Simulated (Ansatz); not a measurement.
In: distorted cells

Level of theory: DFT PBE, scalar-relativistic, plane waves, PAW in Ansatz.

Plane waves to 420 eV, a k mesh through Γ of 15×15×4 on the computed 4-atom cell and Gaussian smearing (0.10 eV); no spin polarisation.

Reference cell:

```xyz
4
Lattice="3.3638 0.0000 0.0000 -1.6819 2.9132 0.0000 0.0000 0.0000 10.7997" Properties=species:S:1:pos:R:3 pbc="T T T"
In    0.0000    0.0000    0.0000
In    0.0000    1.9421    2.6999
In    0.0000    0.0000    5.3999
In    1.6819    0.9711    8.0998
```

Each variant moves atoms of this cell by the vectors given, if any (Å), and then applies a symmetric strain (tensor components, Cartesian axes). The reference cell isn't relaxed at this level. Energies are per atom at zero smearing, counted from the lowest variant. Pressure is positive in compression.

1. strain (xx yy zz yz xz xy, %) -6.39 -6.39 2.61 0.00 0.00 0.00
2. strain (xx yy zz yz xz xy, %) -0.85 -0.85 -2.35 0.00 0.00 0.00
3. strain (xx yy zz yz xz xy, %) -2.22 -2.22 0.78 0.00 0.00 0.00
4. strain (xx yy zz yz xz xy, %) 0.04 0.04 6.04 0.00 0.00 0.00

**Question.** Order the variants by energy, lowest first.

**Answer.** 4 (0.0 meV/atom), 3 (16.3 meV/atom), 2 (21.2 meV/atom), 1 (82.2 meV/atom).

**Question.** Order them by pressure, highest first.

**Answer.** 1 (7.69 GPa), 2 (3.55 GPa), 3 (3.30 GPa), 4 (-0.64 GPa).

This form isn't the element's structure at ambient conditions.